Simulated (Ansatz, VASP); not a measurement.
GaP in VASP and in Ansatz

```
Ga P
1.0
     0.00000    2.75304    2.75304
     2.75304    0.00000    2.75304
     2.75304    2.75304    0.00000
Ga P
1 1
Cartesian
  0.0000 0.0000 0.0000
  4.1296 4.1296 4.1296
```

Alike in both runs: functional PBE; k mesh 8 × 8 × 8; no spin polarisation.

Ansatz relaxed the structure, and its values are those at the end. VASP's run is a single point on that final structure, the one shown.

|  | VASP | Ansatz |
| --- | --- | --- |
| version | VASP 6.6.1 | Ansatz 0.2.0 |
| potentials or method | VASP PAW PBE potentials, release 64 (Ga_d, P) | scalar-relativistic, plane waves, PAW |
| plane-wave cutoff (eV) | 520 | 420 |
| occupations | gaussian, width 0.01 eV | fixed |
| valence electrons in the cell | 18 | 18 |

|  | VASP | Ansatz | Ansatz less VASP |
| --- | --- | --- | --- |
| gap on the k mesh at the Fermi level (eV) | 1.58 | 1.58 | +0.003 |
| least direct gap on the mesh (eV) | 1.58 | 1.58 | +0.003 |
| pressure (GPa) | 0.0 | 0.0 | +0.01 |

A k mesh can miss the band edges.
